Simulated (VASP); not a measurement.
Input and output of a VASP PBE single-point calculation on Te2Mo (rutile)

INCAR

```
IBRION = -1
NBANDS = 35
LCHARG = .FALSE.
GGA = PE
ENCUT = 520
PREC = Accurate
LREAL = .FALSE.
LASPH = .TRUE.
EDIFF = 1E-7
ISMEAR = -1
ISIF = 2
SIGMA = 0.02
NSW = 0
LWAVE = .FALSE.
NELM = 120
```

KPOINTS

```
KPOINTS created by Atomic Simulation Environment
0
Gamma
4 4 8
0 0 0
```

KPOINTS_OPT

```
special points
8
Reciprocal
0.0000000000 0.0000000000 0.0000000000 1
0.0000000000 0.5000000000 0.0000000000 1
0.5000000000 0.5000000000 0.0000000000 1
0.0000000000 0.0000000000 0.5000000000 1
0.0000000000 0.5000000000 0.5000000000 1
0.5000000000 0.5000000000 0.5000000000 1
0.0000000000 0.0000000000 0.1250000000 1
0.5000000000 0.5000000000 0.1500000000 1
```

POSCAR

```
Mo Te
 1.0000000000000000
     6.6419834248812828    0.0000000000000000    0.0000000000000000
     0.0000000000000000    6.6419834248812828    0.0000000000000000
     0.0000000000000000    0.0000000000000000    3.6274816013818518
 Mo  Te
   2   4
Cartesian
  0.0000000000000000  0.0000000000000000  0.0000000000000000
  3.3209917124406414  3.3209917124406414  1.8137408006909259
  1.9017074550599846  1.9017074550599846  0.0000000000000000
  1.4192842573806570  5.2226991675006254  1.8137408006909259
  5.2226991675006254  1.4192842573806570  1.8137408006909259
  4.7402759698212993  4.7402759698212993  0.0000000000000000
```

VASP ran with the recommended PBE PAW datasets (52 valence electrons in the cell).

Command

```
mpirun -np 1 vasp_std
```

From OUTCAR

```
k-points           NKPTS =     30   k-points in BZ     NKDIM =     30   number of bands    NBANDS=     35

   NELECT =      52.0000    total number of electrons

   dimension x,y,z NGX =    50 NGY =   50 NGZ =   28
   dimension x,y,z NGXF=   100 NGYF=  100 NGZF=   56

  energy-cutoff  :      520.00
  volume of cell :      160.03
      direct lattice vectors                 reciprocal lattice vectors
     6.641983425  0.000000000  0.000000000     0.150557437  0.000000000  0.000000000
     0.000000000  6.641983425  0.000000000     0.000000000  0.150557437  0.000000000
     0.000000000  0.000000000  3.627481601     0.000000000  0.000000000  0.275673349

 k-points in reciprocal lattice and weights: KPOINTS created by Atomic Simulation Env
   0.00000000  0.00000000  0.00000000       0.008
   0.25000000  0.00000000  0.00000000       0.031
   0.50000000  0.00000000  0.00000000       0.016
   0.25000000  0.25000000  0.00000000       0.031
   0.50000000  0.25000000  0.00000000       0.031
   0.50000000  0.50000000  0.00000000       0.008
   0.00000000  0.00000000  0.12500000       0.016
   0.25000000  0.00000000  0.12500000       0.062
   ...

 E-fermi :   7.6808

 k-point     1 :       0.0000    0.0000    0.0000
  band No.  band energies     occupation
      1     -53.5869      2.00000
      2     -53.5868      2.00000
      3     -27.7618      2.00000
      4     -27.7618      2.00000
      5     -27.6933      2.00000
      6     -27.6933      2.00000
      7     -27.6744      2.00000
      8     -27.6716      2.00000
      9      -5.3571      2.00000
     10      -3.7778      2.00000
     11      -3.7778      2.00000
     12      -3.5584      2.00000
     13       1.2381      2.00000
     14       2.3161      2.00000
     15       3.0632      2.00000
     16       3.8615      2.00000
     17       3.8615      2.00000
     18       4.8042      2.00000
     19       4.8042      2.00000
     20       5.8280      2.00000
     21       5.9293      2.00000
     22       6.3266      2.00000
     23       6.6614      2.00000
     24       7.0993      2.00000
     25       7.0993      2.00000
     26       7.6642      1.39314
     27       7.6642      1.39314
     28       8.5592      0.00000
     29       8.6018      0.00000
     30       8.6517      0.00000
     31       8.6602      0.00000
     32      10.6696      0.00000
     33      11.3466      0.00000
     34      11.3466      0.00000
     35      12.9090      0.00000

 k-point     2 :       0.2500    0.0000    0.0000
  band No.  band energies     occupation
      1     -53.5869      2.00000
      2     -53.5869      2.00000
      3     -27.7618      2.00000
      4     -27.7618      2.00000
      5     -27.6933      2.00000
      6     -27.6933      2.00000
      7     -27.6740      2.00000
      8     -27.6720      2.00000
      9      -5.1925      2.00000
     10      -4.1410      2.00000
     11      -3.7361      2.00000
     12      -3.5417      2.00000
     13       1.6350      2.00000
     14       2.6860      2.00000
     15       2.9163      2.00000
     16       3.7267      2.00000
     17       3.9232      2.00000
     18       4.8292      2.00000
     19       4.8417      2.00000
     20       5.4440      2.00000
     21       5.8703      2.00000
     22       6.1723      2.00000
     23       6.3869      2.00000
     24       6.7916      2.00000
     25       7.2798      2.00000
     26       7.5977      1.96921
     27       7.6823      0.96288
     28       8.2396      0.00000
     29       8.4509      0.00000
     30       8.8393      0.00000
     31       9.4221      0.00000
     32      10.9421      0.00000
     33      11.0674      0.00000
     34      11.1768      0.00000
     35      12.5150      0.00000

 k-point     3 :       0.5000    0.0000    0.0000
  band No.  band energies     occupation
      1     -53.5869      2.00000
      2     -53.5869      2.00000
      3     -27.7618      2.00000
      4     -27.7618      2.00000
      5     -27.6934      2.00000
      6     -27.6934      2.00000
      7     -27.6730      2.00000
      8     -27.6730      2.00000
      9      -4.7370      2.00000
     10      -4.7370      2.00000
     11      -3.6326      2.00000
     12      -3.6326      2.00000
     13       2.3272      2.00000
     14       2.3272      2.00000
     15       3.7585      2.00000
     16       3.7585      2.00000
     17       3.9931      2.00000
     18       3.9931      2.00000
     19       4.8681      2.00000
     20       4.8681      2.00000
     21       6.1021      2.00000
     22       6.1021      2.00000
     23       6.3982      2.00000
     24       6.3982      2.00000
     25       7.2520      2.00000
     26       7.2520      2.00000
     27       8.1530      0.00000
     28       8.1530      0.00000
     29       8.5185      0.00000
     30       8.5185      0.00000
     31      10.7778      0.00000
     32      10.7778      0.00000
     33      10.8293      0.00000
     34      10.8293      0.00000
     35      12.6006      0.00000

 k-point     4 :       0.2500    0.2500    0.0000
  band No.  band energies     occupation
      1     -53.5869      2.00000
      2     -53.5869      2.00000
      3     -27.7619      2.00000
      4     -27.7618      2.00000
      5     -27.6934      2.00000
      6     -27.6933      2.00000
      7     -27.6737      2.00000
      8     -27.6723      2.00000
      9      -5.0451      2.00000
     10      -4.2231      2.00000
     11      -3.8581      2.00000
     12      -3.6005      2.00000
     13       1.9108      2.00000
     14       2.7482      2.00000
     15       2.9579      2.00000
     16       3.9068      2.00000
     17       4.0352      2.00000
     18       4.7880      2.00000
     19       4.8690      2.00000
     20       5.5725      2.00000
     21       5.6082      2.00000
     22       5.8848      2.00000
     23       6.3445      2.00000
     24       6.6974      2.00000
     25       7.1011      2.00000
     26       7.2945      2.00000
     27       7.4491      1.99998
     28       8.4743      0.00000
     29       8.7707      0.00000
     30       8.8087      0.00000
     31       9.3502      0.00000
     32      10.7748      0.00000
     33      11.1986      0.00000
     34      11.2953      0.00000
     35      11.7043      0.00000

 k-point     5 :       0.5000    0.2500    0.0000
  band No.  band energies     occupation
      1     -53.5869      2.00000
      2     -53.5869      2.00000
      3     -27.7618      2.00000
      4     -27.7618      2.00000
      5     -27.6933      2.00000
      6     -27.6933      2.00000
      7     -27.6730      2.00000
      8     -27.6730      2.00000
      9      -4.6505      2.00000
     10      -4.6505      2.00000
     11      -3.7670      2.00000
     12      -3.7670      2.00000
     13       2.3422      2.00000
     14       2.3422      2.00000
     15       3.7818      2.00000
     16       3.7818      2.00000
     17       4.5059      2.00000
     18       4.5059      2.00000
     19       4.8168      2.00000
     20       4.8168      2.00000
     21       5.8318      2.00000
     22       5.8318      2.00000
     23       6.6055      2.00000
     24       6.6055      2.00000
     25       6.6520      2.00000
     26       6.6520      2.00000
     27       8.1246      0.00000
     28       8.1246      0.00000
     29       8.7353      0.00000
     30       8.7353      0.00000
     31      10.0988      0.00000
     32      10.0988      0.00000
     33      11.0565      0.00000
     34      11.0565      0.00000
     35      12.7816      0.00000

 k-point     6 :       0.5000    0.5000    0.0000
  band No.  band energies     occupation
      1     -53.5869      2.00000
      2     -53.5869      2.00000
      3     -27.7619      2.00000
      4     -27.7619      2.00000
      5     -27.6933      2.00000
      6     -27.6933      2.00000
      7     -27.6730      2.00000
      8     -27.6730      2.00000
      9      -4.5304      2.00000
     10      -4.5304      2.00000
     11      -3.9332      2.00000
     12      -3.9332      2.00000
     13       2.3219      2.00000
     14       2.3219      2.00000
     15       4.3467      2.00000
     16       4.3467      2.00000
     17       4.4921      2.00000
     18       4.4921      2.00000
     19       4.7719      2.00000
     20       4.7719      2.00000
     21       5.8814      2.00000
     22       5.8814      2.00000
     23       5.9090      2.00000
     24       5.9090      2.00000
     25       7.1031      2.00000
     26       7.1031      2.00000
     27       7.5620      1.99476
     28       7.5620      1.99476
     29       9.0408      0.00000
     30       9.0408      0.00000
     31       9.5778      0.00000
     32       9.5778      0.00000
     33      11.2492      0.00000
     34      11.2492      0.00000
     35      12.9018      0.00000

 ...

  Total        0.9197970      0.9197970      0.5606973      0.0000000      0.0000000      0.0000000
  in kB        9.2087733      9.2087733      5.6135581      0.0000000      0.0000000      0.0000000
  external PRESSURE =       8.0103683 kB  Pullay stress =       0.0000000 kB

 POSITION                                       TOTAL-FORCE (eV/Angst)
 -----------------------------------------------------------------------------------
      0.00000      0.00000      0.00000         0.000000     -0.000000      0.000000
      3.32099      3.32099      1.81374         0.000000     -0.000000      0.000000
      1.90171      1.90171      0.00000        -0.073425     -0.073425      0.000000
      1.41928      5.22270      1.81374         0.073425     -0.073425      0.000000
      5.22270      1.41928      1.81374        -0.073425      0.073425     -0.000000
      4.74028      4.74028      0.00000         0.073425      0.073425     -0.000000
 -----------------------------------------------------------------------------------
    total drift:                                0.000000      0.000000     -0.000000

  FREE ENERGIE OF THE ION-ELECTRON SYSTEM (eV)
  ---------------------------------------------------
  free  energy   TOTEN  =       -33.8505979882 eV

  energy  without entropy=      -33.8436561178  energy(sigma->0) =      -33.84712705
```

* gap between bands v and c: -0.82 eV (bands overlap: a metal)
* least direct gap: 0.00 eV
* pressure: 0.8 GPa
* largest force: 0.10 eV/Å

Band v is the last that the valence electrons fill when counted band by band, and c is the next.

The run took about 3.1 min on one core of a shared host (Intel Xeon Platinum 8488C) and held 0.39 GiB at most.
